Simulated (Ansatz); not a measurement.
# G0W0 run on NaF (Fm-3m)

The calculation used G0W0@r²SCAN, full frequency by contour deformation, hand-made PAW set (Ansatz 0.2.0-dev).

Input files:

```json
{
 "crystal": {"lattice": [[0.0, 2.28, 2.28], [2.28, 0.0, 2.28], [2.28, 2.28, 0.0]], "atoms": [{"symbol": "Na", "position": [0.0, 0.0, 0.0]}, {"symbol": "F", "position": [0.5, 0.5, 0.5]}]},
 "basis": {"precision": "f64", "xc_grid": 2},
 "kpoints": {"mp_grid": {"grid": [4, 4, 4], "shift": [0, 0, 0]}},
 "hamiltonian": {"xc": "r2scan", "dispersion": "none", "pseudopotentials": {"kind": "paw", "source": "ansatz"}},
 "magnetization": {"spin_polarized": false},
 "scf": {"lower_state_search": "off", "max_iter": 200, "occupations": {"method": "fixed"}, "convergence": {"dr2_threshold": "1e-10 eV"}},
 "output": {},
 "gw": {"n_empty_bands": 153, "ecut_chi": 200, "ecutfock_ratio": 2, "qp_bands": ["v1", "c1"], "screening": {"model": "contour_deformation"}}
}
```

Levels count from the highest filled Kohn-Sham level listed; ε_QP = ε_KS + Z(Σ − Vxc). VB is the top filled band, CB the lowest empty one. The wave cutoff came out at 1050 eV.

| k | band | ε_KS (eV) | Σx − Vxc (eV) | Σc (eV) | Z | ε_QP (eV) |
| --- | --- | --- | --- | --- | --- | --- |
| Γ | VB | 0.00 | -7.03 | 4.00 | 0.82 | -2.49 |
| Γ | CB | 7.41 | 4.26 | -2.62 | 0.91 | 8.89 |

The gap (direct at Γ) opens from 7.41 eV to 11.38 eV.

Electronic (ion-clamped) dielectric constant on this mesh, from the head of the inverse dielectric matrix: 1.7.

The cell is a model at fixed atoms and needn't be the relaxed known crystal. The PAW or pseudopotential files were made with PBE. The mesh is coarse, so these are values at the stated settings, not converged ones. Band sums or response are cut, so the gap isn't at its basis limit. With r²SCAN or HSE06 the Kohn-Sham levels are generalised ones.
